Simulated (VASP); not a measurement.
Input of a VASP 6.6.1 run:

INCAR

```
PREC = Accurate
ENCUT = 520
EDIFF = 1E-6
ISMEAR = -1
SIGMA = 0.05
LREAL = False
LASPH = True
NELM = 80
ALGO = Normal
ISIF = 2
LWAVE = False
LCHARG = True
LDIPOL = True
IDIPOL = 3
DIPOL = 0.5 0.5 0.500
GGA = 91
LELF = True
LVHAR = True
LVACPOTAV = True
```

The input KPOINTS:

```
regular mesh
0
Gamma
  5 3 1
```

The input POSCAR:

```
Ba
1.0
    4.5716786896      0.0000000000      0.0000000000
    0.0000000000      6.4653300056      0.0000000000
    0.0000000000      0.0000000000     24.1433573791
Ba
5
Direct
    0.5000000000      0.5000000000      0.3106444511
    0.0000000000      0.0000000000      0.4053222255
    0.5000000000      0.5000000000      0.5000000000
    0.0000000000      0.0000000000      0.5946777745
    0.5000000000      0.5000000000      0.6893555489
```

Potentials or basis: VASP PAW PBE potentials, release 64 (Ba_sv).

Launch:

```sh
$ cat potpaw_PBE.64/Ba_sv/POTCAR > POTCAR
$ mpirun -np 1 vasp_std > vasp.out
```

Task: Predict the work function of the upper face.

Result: 2.38 eV.

Task: What does it give for the work function of the lower face?

Result: 2.38 eV.

Task: Predict the largest force.

Result: 0.091 eV/Å.

Forces on the atoms (eV/Å):
```
Ba   0.000  0.000  0.091
Ba   0.000  0.000  0.014
Ba   0.000  0.000  0.000
Ba   0.000  0.000 -0.014
Ba   0.000  0.000 -0.091
```

Caveat: the PAW data sets were made with another functional, which shifts forces and pressure a little. Spin-orbit coupling is left out, which matters for the levels of Ba.
